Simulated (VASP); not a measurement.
Here is the system:

```yaml
crystal:
  lattice:
    - [2.68308, 0.00000, 0.00000]
    - [-1.34154, 2.32362, 0.00000]
    - [0.00000, 0.00000, 8.78372]
  atoms:
    - { symbol: Be, position: [0.00000, 0.00000, 0.00000] }
    - { symbol: Be, position: [0.00000, 0.00000, 0.50000] }
    - { symbol: Be, position: [0.66667, 0.33333, 0.75018] }
    - { symbol: Be, position: [0.33333, 0.66667, 0.25018] }
    - { symbol: O, position: [0.00000, 0.00000, 0.81216] }
    - { symbol: O, position: [0.00000, 0.00000, 0.31216] }
    - { symbol: O, position: [0.66667, 0.33333, 0.56329] }
    - { symbol: O, position: [0.33333, 0.66667, 0.06329] }
```

The numbers are results of PBE GGA, VASP's PBE PAW potentials (set 64) (plane waves; VASP 6.6.1), not measurements. Numerical set-up: 400 eV cut-off, 7×7×2 Γ-centred mesh, Gaussian smearing of 0.20 eV, potentials Be O.

### Question
Give the energies of bands 5 to 18 at the high-symmetry points, in eV from the valence-band maximum.

### Answer

| band | Γ | M | K | A | L | H |
|---|---|---|---|---|---|---|
| 5 | -6.27 | -6.09 | -5.21 | -5.45 | -5.84 | -5.28 |
| 6 | -3.48 | -5.55 | -5.21 | -5.45 | -5.84 | -5.28 |
| 7 | -3.40 | -5.01 | -4.43 | -1.17 | -4.76 | -4.17 |
| 8 | -0.92 | -4.30 | -4.43 | -1.17 | -4.76 | -4.17 |
| 9 | -0.92 | -3.27 | -4.39 | -0.80 | -2.72 | -4.11 |
| 10 | -0.53 | -2.67 | -3.68 | -0.80 | -2.72 | -4.11 |
| 11 | -0.53 | -2.60 | -2.98 | -0.80 | -2.39 | -3.34 |
| 12 | -0.43 | -1.88 | -2.98 | -0.80 | -2.39 | -3.34 |
| 13 | -0.43 | -1.78 | -2.41 | -0.14 | -1.64 | -1.87 |
| 14 | -0.05 | -1.78 | -2.06 | -0.14 | -1.64 | -1.87 |
| 15 | 0.00 | -1.20 | -2.06 | -0.14 | -1.18 | -1.80 |
| 16 | 0.00 | -0.90 | -1.33 | -0.14 | -1.18 | -1.80 |
| 17 | 7.65 | 7.79 | 10.05 | 8.40 | 8.31 | 9.79 |
| 18 | 9.71 | 8.53 | 10.05 | 8.40 | 8.31 | 9.79 |

The gap is direct, 7.65 eV, from the valence maximum at Γ to the conduction minimum at Γ.

The structure was generated: BeO was put into an ordered model structure, which need not be its known phase. The cell was not relaxed at this level.
